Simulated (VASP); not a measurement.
# Al2O3 (Pnnm) in VASP: further runs

Runs on Al2O3. Level: PBE. Tasks: atomic charges, electron localisation function.

Program: VASP 6.6.1. These are calculated values, not measurements. Logs are shortened: lines on timing, memory, paths and dates and some standing lists are left out, and cuts for length are marked.

## Step 1: The crystal as given

Symmetry: Pnnm, No. 58, orthorhombic system. Conventional cell: a = 4.614 Å, b = 9.563 Å, c = 3.120 Å, α = 90.00°, β = 90.00°, γ = 90.00°. Al (site symmetry m) has 4 O at 1.68 to 1.82 Å as nearest neighbours. O (site symmetry 2/m) is surrounded by 2 Al at 1.68 Å. Around O (site symmetry m) lie 3 Al at 1.82 Å.

Measurements of this composition are mostly on another form, of space group No. 167.

## Step 2: Atomic charges, PBE

Input file INCAR:

```
SYSTEM = Al2O3
PREC = Accurate
ENCUT = 520
EDIFF = 1E-7
ISMEAR = 0
SIGMA = 0.02
LREAL = .FALSE.
LASPH = .TRUE.
NELM = 60
ALGO = Normal
ISIF = 2
LWAVE = .FALSE.
LCHARG = .FALSE.
GGA = PE
LORBIT = 10
```

Input file KPOINTS:

```
Automatic mesh
0
G
  5 3 7
  0 0 0
```

Input file POSCAR:

```
Al2O3
1.0
    4.6137770000      0.0000000000      0.0000000000
    0.0000000000      9.5632790000      0.0000000000
    0.0000000000      0.0000000000      3.1198620000
Al O
4 6
Direct
    0.9829750000      0.8245730000      0.0000000000
    0.0170250000      0.1754270000      0.0000000000
    0.4829750000      0.6754270000      0.5000000000
    0.5170250000      0.3245730000      0.5000000000
    0.5000000000      0.5000000000      0.5000000000
    0.1236350000      0.7530500000      0.5000000000
    0.3763650000      0.2530500000      0.0000000000
    0.6236350000      0.7469500000      0.0000000000
    0.0000000000      0.0000000000      0.0000000000
    0.8763650000      0.2469500000      0.5000000000
```

Potentials or basis: VASP PAW PBE potentials, release 64 (Al, O).

Started as:

```
> cat potpaw_PBE.64/Al/POTCAR potpaw_PBE.64/O/POTCAR > POTCAR
> mpirun -np 1 vasp_std > vasp.out
```

OUTCAR:

```text
SYSTEM = Al2O3
   PREC = Accurate
   ENCUT = 520
   EDIFF = 1E-7
   ISMEAR = 0
   LREAL = .FALSE.
   LASPH = .TRUE.
   NELM = 60
   ISIF = 2
   GGA = PE
   LORBIT = 10

 ion  position               nearest neighbor table
   1  0.983  0.825  0.000-   9 1.68   8 1.82   6 1.82   6 1.82   3 3.13   3 3.13   3 3.13   3 3.13
                             2 3.36
   2  0.017  0.175  0.000-   9 1.68   7 1.82  10 1.82  10 1.82   4 3.13   4 3.13   4 3.13   4 3.13
                             1 3.36
   3  0.483  0.675  0.500-   5 1.68   6 1.82   8 1.82   8 1.82   1 3.13   1 3.13   1 3.13   1 3.13
                             4 3.36
   4  0.517  0.325  0.500-   5 1.68  10 1.82   7 1.82   7 1.82   2 3.13   2 3.13   2 3.13   2 3.13
                             3 3.36
   5  0.500  0.500  0.500-   3 1.68   4 1.68
   6  0.124  0.753  0.500-   3 1.82   1 1.82   1 1.82
   7  0.376  0.253  0.000-   2 1.82   4 1.82   4 1.82
   8  0.624  0.747  0.000-   1 1.82   3 1.82   3 1.82
   9  0.000  0.000  0.000-   1 1.68   2 1.68
  10  0.876  0.247  0.500-   4 1.82   2 1.82   2 1.82

  LATTYP: Found a simple orthorhombic cell.
 ALAT       =     3.1198620000
 B/A-ratio  =     1.4788400897
 C/A-ratio  =     3.0652891057

  Lattice vectors:

 A1 = (   0.0000000000,   0.0000000000,   3.1198620000)
 A2 = (   4.6137770000,   0.0000000000,   0.0000000000)
 A3 = (   0.0000000000,   9.5632790000,   0.0000000000)

Analysis of symmetry for initial positions (statically):
=====================================================================
 Subroutine PRICEL returns:
 Original cell was already a primitive cell.

 Routine SETGRP: Setting up the symmetry group for a
 simple orthorhombic supercell.

 Subroutine GETGRP returns: Found  8 space group operations
 (whereof  4 operations were pure point group operations)
 out of a pool of  8 trial point group operations.

The static configuration has the point symmetry C_2h.
 The point group associated with its full space group is D_2h.

Analysis of symmetry for dynamics (positions and initial velocities):
=====================================================================
 Subroutine PRICEL returns:
 Original cell was already a primitive cell.

 Routine SETGRP: Setting up the symmetry group for a
 simple orthorhombic supercell.

 Subroutine GETGRP returns: Found  8 space group operations
 (whereof  4 operations were pure point group operations)
 out of a pool of  8 trial point group operations.

The dynamic configuration has the point symmetry C_2h.
 The point group associated with its full space group is D_2h.

 Subroutine INISYM returns: Found  8 space group operations
 (whereof  4 operations are pure point group operations),
 and found     1 'primitive' translations

----------------------------------------------------------------------------------------

                                     Primitive cell

  volume of cell :     137.6572

  direct lattice vectors                    reciprocal lattice vectors
     4.613777000  0.000000000  0.000000000     0.216742162  0.000000000  0.000000000
     0.000000000  9.563279000  0.000000000     0.000000000  0.104566645  0.000000000
     0.000000000  0.000000000  3.119862000     0.000000000  0.000000000  0.320526998

  length of vectors
     4.613777000  9.563279000  3.119862000     0.216742162  0.104566645  0.320526998

  position of ions in fractional coordinates (direct lattice)
     0.982975000  0.824573000  0.000000000
     0.017025000  0.175427000  0.000000000
     0.482975000  0.675427000  0.500000000
     0.517025000  0.324573000  0.500000000
     0.500000000  0.500000000  0.500000000
     0.123635000  0.753050000  0.500000000
     0.376365000  0.253050000  0.000000000
     0.623635000  0.746950000  0.000000000
     0.000000000  0.000000000  0.000000000
     0.876365000  0.246950000  0.500000000

  ion indices of the primitive-cell ions
   primitive index   ion index
                 1           1
                 2           2
                 3           3
                 4           4
                 5           5
                 6           6
                 7           7
                 8           8
                 9           9
                10          10

----------------------------------------------------------------------------------------

 KPOINTS: Automatic mesh

Automatic generation of k-mesh.
 Grid dimensions read from file:
 generate k-points for:    5    3    7

 Generating k-lattice:

  Cartesian coordinates                     Fractional coordinates (reciprocal lattice)
     0.043348432  0.000000000  0.000000000     0.200000000  0.000000000  0.000000000
     0.000000000  0.034855548  0.000000000     0.000000000  0.333333333  0.000000000
     0.000000000  0.000000000  0.045789571     0.000000000  0.000000000  0.142857143

  Length of vectors
     0.043348432  0.034855548  0.045789571

  Shift w.r.t. Gamma in fractional coordinates (k-lattice)
     0.000000000  0.000000000  0.000000000

 Subroutine IBZKPT returns following result:
 ===========================================

 Found     24 irreducible k-points:

 Following reciprocal coordinates:
            Coordinates               Weight
  0.000000  0.000000  0.000000      1.000000
  0.200000  0.000000  0.000000      2.000000
  0.400000  0.000000  0.000000      2.000000
  0.000000  0.333333  0.000000      2.000000
  0.200000  0.333333  0.000000      4.000000
  0.400000  0.333333  0.000000      4.000000
[... 16 lines left out ...]
  0.200000  0.333333  0.428571      8.000000
  0.400000  0.333333  0.428571      8.000000
   k-points           NKPTS =     24   k-points in BZ     NKDIM =     24   number of bands    NBANDS=     30
   number of dos      NEDOS =    301   number of ions     NIONS =     10
   total plane-waves  NPLWV =  62208
   dimension x,y,z NGX =    36 NGY =   72 NGZ =   24
   dimension x,y,z NGXF=    72 NGYF=  144 NGZF=   48
   ions per type =               4   6
   NGX,Y,Z   is equivalent  to a cutoff of  12.97, 12.52, 12.79 a.u.
   NGXF,Y,Z  is equivalent  to a cutoff of  25.94, 25.03, 25.58 a.u.
 SYSTEM =  Al2O3
   PREC   = accura    normal or accurate (medium, high low for compatibility)
   ISTART =      0    job   : 0-new  1-cont  2-samecut
   ICHARG =      2    charge: 1-file 2-atom 10-const
   ISPIN  =      1    spin polarized calculation?
   LNONCOLLINEAR =      F non collinear calculations
   LSORBIT =      F    spin-orbit coupling
   LASPH  =      T    aspherical Exc in radial PAW
   ENCUT  =  520.0 eV  38.22 Ry    6.18 a.u.   8.58 17.78  5.80*2*pi/ulx,y,z
   NELM   =     60;   NELMIN=  2; NELMDL= -5     # of ELM steps
   EDIFF  = 0.1E-06   stopping-criterion for ELM
   LREAL  =      F    real-space projection
   EDIFFG = 0.1E-05   stopping-criterion for IOM
   NSW    =      0    number of steps for IOM
   IBRION =     -1    ionic relax: 0-MD 1-quasi-New 2-CG
   NFREE  =      0    steps in history (QN), initial steepest desc. (CG)
   ISIF   =      2    stress and relaxation
   ISYM   =      2    0-nonsym 1-usesym 2-fastsym
   POTIM  = 0.5000    time-step for ionic-motion
   TEBEG  =    0.0;   TEEND  =   0.0 temperature during run
   PSTRESS=    0.0 pullay stress
   NELECT =      48.0000    total number of electrons
   NUPDOWN=      -1.0000    fix difference up-down
   EMIN   =  10.00;   EMAX   =-10.00  energy-range for DOS
   EFERMI =   0.00;   METHOD = LEGACY
   ISMEAR =     0;   SIGMA  =   0.02  broadening in eV -4-tet -1-fermi 0-gaus
   EFERMI_NEDOS =   21; number of points for ismear=-14 and -15
   IALGO  =     38    algorithm
   IMIX   =      4    mixing-type and parameters
     AMIX     =   0.40;   BMIX     =  1.00
     AMIX_MAG =   1.60;   BMIX_MAG =  1.00
  volume/ion in A,a.u.               =      13.77        92.90
  Fermi-wavevector in a.u.,A,eV,Ry     =   1.152274  2.177482 18.064926  1.327735
  Thomas-Fermi vector in A             =   2.288926
   LORBIT       =     10    0 simple, 1 ext, 2 COOP (PROOUT), +10 PAW based schemes
   GGA     = PE    functional components
   LHFCALC =     F    Hartree Fock is set to
   AEXX    =    0.0000 exact exchange contribution
   IVDW    =     0    specifies the selected vdW correction
   LEPSILON=     F    determine dielectric tensor
   LRPA    =     F    only Hartree local field effects (RPA)
 non-spin polarized calculation
 Gauss-broadening in eV      SIGMA  =   0.02
  energy-cutoff  :      520.00
  volume of cell :      137.66
 maximum number of plane-waves:      3737
 NGX is ok and might be reduce to    36
   NGX = 17   NGY = 35   NGZ = 11

 number of electron      48.0000028 magnetization

 Free energy of the ion-electron system (eV)
  ---------------------------------------------------
  ext. energy  EPLUGINS =         0.00000000
  ---------------------------------------------------
  free energy    TOTEN  =       -73.85320929 eV

  energy without entropy =      -73.85320929  energy(sigma->0) =      -73.85320929

 E-fermi :   2.0094     XC(G=0):  -8.7577

 val. band max:        1.8682401239   @ k =   0.0000   0.0000   0.0000
 cond. band min:       5.3779396539   @ k =   0.0000   0.0000   0.0000
 fundamental gap:      3.5096995300
 Fermi energy:         2.0093633301

 k-point     1 :       0.0000    0.0000    0.0000
  band No.  band energies     occupation
      1     -17.0817      2.00000
      2     -17.0091      2.00000
      3     -15.7620      2.00000
      4     -15.7360      2.00000
      5     -14.4636      2.00000
      6     -14.3502      2.00000
[... 22 lines left out ...]
     29       8.9240      0.00000
     30       9.9194      0.00000

 k-point     2 :       0.2000    0.0000    0.0000
  band No.  band energies     occupation
      1     -16.9739      2.00000
      2     -16.9029      2.00000
      3     -15.9136      2.00000
      4     -15.8762      2.00000
      5     -14.4441      2.00000
      6     -14.3557      2.00000
[... 22 lines left out ...]
     29       9.1291      0.00000
     30      10.0511      0.00000

 k-point     3 :       0.4000    0.0000    0.0000
  band No.  band energies     occupation
      1     -16.6775      2.00000
      2     -16.6117      2.00000
      3     -16.2764      2.00000
      4     -16.2217      2.00000
      5     -14.4060      2.00000
      6     -14.3738      2.00000
[... 22 lines left out ...]
     29       9.5668      0.00000
     30      10.0074      0.00000

 k-point     4 :       0.0000    0.3333    0.0000
  band No.  band energies     occupation
      1     -17.0643      2.00000
      2     -17.0280      2.00000
      3     -15.7547      2.00000
      4     -15.7419      2.00000
      5     -14.4353      2.00000
      6     -14.3787      2.00000
[... 616 lines left out ...]
     29      10.6018      0.00000
     30      10.6207      0.00000

 k-point    23 :       0.2000    0.3333    0.4286
  band No.  band energies     occupation
      1     -16.2284      2.00000
      2     -16.2166      2.00000
      3     -15.9665      2.00000
      4     -15.9648      2.00000
      5     -14.2611      2.00000
      6     -14.2456      2.00000
[... 22 lines left out ...]
     29      10.4789      0.00000
     30      10.6020      0.00000

 k-point    24 :       0.4000    0.3333    0.4286
  band No.  band energies     occupation
      1     -16.1368      2.00000
      2     -16.1293      2.00000
      3     -16.0351      2.00000
      4     -16.0327      2.00000
      5     -14.2578      2.00000
      6     -14.2517      2.00000
[... 22 lines left out ...]
     29      10.2527      0.00000
     30      10.3166      0.00000

------------------------ aborting loop because EDIFF is reached ----------------------------------------

  FORCE on cell =-STRESS in cart. coord.  units (eV):
  Direction    XX          YY          ZZ          XY          YZ          ZX
  --------------------------------------------------------------------------------------
  -------------------------------------------------------------------------------------
  Total        0.9963550      1.5630693     -2.6832037      0.0000000      0.0000000      0.0000000
  in kB       11.5964715     18.1924008    -31.2295277      0.0000000      0.0000000      0.0000000
  external PRESSURE =      -0.4802185 kB  Pullay stress =       0.0000000 kB

 VOLUME and BASIS-vectors are now :
 -----------------------------------------------------------------------------
  energy-cutoff  :      520.00
  volume of cell :      137.66
      direct lattice vectors                 reciprocal lattice vectors
     4.613777000  0.000000000  0.000000000     0.216742162  0.000000000  0.000000000
     0.000000000  9.563279000  0.000000000     0.000000000  0.104566645  0.000000000
     0.000000000  0.000000000  3.119862000     0.000000000  0.000000000  0.320526998

 POSITION                                       TOTAL-FORCE (eV/Angst)
 -----------------------------------------------------------------------------------
      4.53523      7.88562      0.00000        -0.054305     -0.052971      0.000000
      0.07855      1.67766      0.00000         0.054305      0.052971      0.000000
      2.22834      6.45930      1.55993        -0.054305      0.052971      0.000000
      2.38544      3.10398      1.55993         0.054305     -0.052971      0.000000
      2.30689      4.78164      1.55993        -0.000000     -0.000000      0.000000
      0.57042      7.20163      1.55993         0.156910     -0.108170      0.000000
      1.73646      2.41999      0.00000        -0.156910     -0.108170     -0.000000
      2.87731      7.14329      0.00000         0.156910      0.108170      0.000000
      0.00000      0.00000      0.00000        -0.000000     -0.000000      0.000000
      4.04335      2.36165      1.55993        -0.156910      0.108170      0.000000
 -----------------------------------------------------------------------------------
    total drift:                                0.000000     -0.000000     -0.000000

  FREE ENERGIE OF THE ION-ELECTRON SYSTEM (eV)
  ---------------------------------------------------
  free  energy   TOTEN  =       -73.8532092870 eV

  energy  without entropy=      -73.8532092870  energy(sigma->0) =      -73.85320929

 total charge

# of ion       s       p       d       tot
------------------------------------------
    1        0.342   0.434   0.000   0.776
    2        0.342   0.434   0.000   0.776
    3        0.342   0.434   0.000   0.776
    4        0.342   0.434   0.000   0.776
    5        1.547   3.627   0.000   5.174
    6        1.543   3.626   0.000   5.169
    7        1.543   3.626   0.000   5.169
    8        1.543   3.626   0.000   5.169
    9        1.547   3.627   0.000   5.174
   10        1.543   3.626   0.000   5.169
--------------------------------------------------
tot         10.635  23.493   0.000  34.128
```

It took 63 s on 1 thread of Intel Xeon Platinum 8488C (Sapphire Rapids), shared host; peak memory 0.26 GiB.

Results:

| Property | Result |
| --- | --- |
| Free energy | -73.8532 eV |
| Pressure | 0.0 GPa |
| Largest force | 0.191 eV/Å |
| Band gap on the k mesh | 3.51 eV, direct |
| Valence electrons inside the program's atomic spheres | Al 0.78; O 5.17 |

Forces on the atoms (eV/Å):
```
Al  -0.054 -0.053  0.000
Al   0.054  0.053  0.000
Al  -0.054  0.053  0.000
Al   0.054 -0.053  0.000
O    0.000  0.000  0.000
O    0.157 -0.108  0.000
O   -0.157 -0.108  0.000
O    0.157  0.108  0.000
O    0.000  0.000  0.000
O   -0.157  0.108  0.000
```

Stress tensor (GPa, compression positive):
```
 1.16  0.00  0.00
 0.00  1.82  0.00
 0.00  0.00 -3.12
```

Caveat: an odd mesh through Γ misses points on the zone boundary, where band edges often lie.

(Part 1 of 2 ends here.)
